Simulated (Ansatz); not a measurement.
# Band edges of AgI (F-43m)

```
Ag I
1.0
     0.00000    3.17396    3.17396
     3.17396    0.00000    3.17396
     3.17396    3.17396    0.00000
Ag I
1 1
Direct
  0.00000 0.00000 0.00000
  0.75000 0.75000 0.75000
```

The conventional cell has a = 6.348 Å, b = 6.348 Å, c = 6.348 Å, α = 90.00°, β = 90.00°, γ = 90.00°. Ag (atom 1) is surrounded by 4 I at 2.75 Å. I (atom 2) is surrounded by 4 Ag at 2.75 Å.

Computed, not measured; unless marked otherwise by LDA, all-electron LAPW in Ansatz 0.2.0, scalar-relativistic. k mesh 6×6×6, fixed occupations, basis error target 1 meV/atom. The cell was relaxed by PAW under this functional, which moved its volume by -6 % from the database entry's.

Extrema are searched on a 10×10×10 mesh and refined by Newton steps; masses come from band slopes 0.005 Å⁻¹ away, 1/m* = (1/ħ²) d²E/dk², negative for holes (the finite step makes the lightest masses up to about 3 % heavy). k is in units of the reciprocal vectors.

Q: Where are the band edges, and is the gap direct?

A: The valence maximum lies at Gamma (0.000, 0.000, 0.000) and the conduction minimum at Gamma (0.000, 0.000, 0.000), so the Kohn-Sham gap of 1.055 eV is direct.

Q: What are the electron masses at the edge?

A: The principal masses are 0.133, 0.133, 0.133 mₑ. One valley has a density-of-states mass (m₁m₂m₃)^(1/3) = 0.133; the direction-averaged conductivity mass 3/Σ(1/mᵢ) is 0.133 mₑ.

Q: Several bands lie at or near the hole edge, or its surface isn't an ellipsoid. What are the masses by direction?

A: 

```csv
direction,branch from the edge,its level at the point (eV from the edge),m*/mₑ
100,1,0.000,-0.625
100,2,0.000,-0.625
100,3,0.000,-0.156
110,1,0.000,-2.56
110,2,0.000,-0.625
110,3,0.000,-0.131
111,1,0.000,-1.26
111,2,0.000,-1.26
111,3,0.000,-0.125
11-2,1,0.000,-1.34
11-2,2,0.000,-0.836
11-2,3,0.000,-0.13
```

Q: Along the Cartesian direction 110 the conduction slope is 0.2868 eV·Å one step out. What is it four steps out, and what does that say?

A: 1.124 eV·Å, 3.917 times the first; a parabola would give 4, so the band is nearly parabolic here.

Q: What gap does PAW give in the same cell?

A: 1.057 eV, 2 meV from the LAPW value.

Caveats: no spin-orbit coupling on heavy atoms; semilocal gaps are low, and what follows the gap (onsets, screening, light masses) shifts with it; without spin-orbit coupling, bands that meet at the valence top are not the light and heavy holes of experiment; the frozen-core PAW files of the compared runs were fitted under PBE, their cores solved anew for this functional.
